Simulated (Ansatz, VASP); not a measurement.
One calculation of Al, two programs

```
Al
1.0
     2.82708    0.00000    0.00000
    -1.41354    2.44832    0.00000
     0.00000    0.00000   26.48249
Al
6
Direct
  0.66667 0.33333 0.28321
  0.00000 0.00000 0.36992
  0.33333 0.66667 0.45664
  0.00000 0.00000 0.54336
  0.66667 0.33333 0.63008
  0.00000 0.00000 0.71679
```

The slab is cut from a database's or a generator's crystal, which needn't be the stable form of the element.

Alike in both runs: functional PBE; k mesh 11 × 11 × 1; occupations fermi-dirac, width 0.05 eV; no spin polarisation.

|  | VASP | Ansatz |
| --- | --- | --- |
| version | VASP 6.6.1 | Ansatz 0.2.0 |
| potentials or method | VASP PAW PBE potentials, release 64 (Al) | Ansatz PAW |
| plane-wave cutoff (eV) | 520 | 420 |
| valence electrons in the cell | 18 | 18 |
| task | work function | single point |

|  | VASP | Ansatz | Ansatz less VASP |
| --- | --- | --- | --- |
| gap on the k mesh at the Fermi level (eV) | none | none | - |
| rms of the force components (eV/Å) | 0.062 | 0.063 | +0.0003 |
| work function, face that differs most (eV) | 4.10 | 4.10 | -0.002 |

Atom by atom the forces differ by 0.000 eV/Å (rms over components). A gap of «none» marks a metal or a gap that the smearing closes.
